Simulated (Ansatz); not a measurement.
# ZnO: the cost of one run

Computed with Ansatz 0.2.0 (DFT PBEsol, scalar-relativistic, plane waves, PAW, unless a step's input says otherwise).

**1. The system as given**

The structure is hexagonal, space group P6_3/mmc (No. 194). The conventional cell has a = 3.288 Å, b = 3.288 Å, c = 7.130 Å, α = 90.00°, β = 90.00°, γ = 120.00°. Zn (site symmetry -6m2) has 3 O at 1.90 Å as nearest neighbours. O (site symmetry -6m2) is surrounded by 3 Zn at 1.90 Å.

Structure file:

```
Zn O
1.0
     3.28797    0.00000    0.00000
    -1.64398    2.84746    0.00000
     0.00000    0.00000    7.13044
Zn O
2 2
Cartesian
  0.0000 0.0000 5.3478
  0.0000 0.0000 1.7826
  0.0000 1.8983 1.7826
  1.6440 0.9492 5.3478
```

It goes back to an entry of the Materials Project, which need not be the stable form.

The cell is taken as given, not relaxed at this level.

**2. The reference: the undisturbed cell on the scan's mesh**

File input.yaml:

```yaml
crystal:
  lattice:
    - [3.2879671587, 0.0, 0.0]
    - [-1.6439835793, 2.8474630862, 0.0]
    - [0.0, 0.0, 7.13044135]
  atoms:
    - { symbol: Zn, position: [0.0, 0.0, 0.75] }
    - { symbol: Zn, position: [0.0, 0.0, 0.25] }
    - { symbol: O, position: [0.3333333333, 0.6666666667, 0.25] }
    - { symbol: O, position: [0.6666666667, 0.3333333333, 0.75] }
basis:
  ecutwfc: 420
kpoints:
  mp_grid: { grid: [9, 9, 4] }
hamiltonian:
  xc: pbesol
scf:
  occupations: { method: gaussian, width: 0.05 }
output:
  forces: true
  stress: true
  eigenvalues: true
```

Q: Estimate wall time and peak memory on 1 thread of an x86-64 CPU, shared host.

About 2.1 s, with a peak of 0.4 GiB.
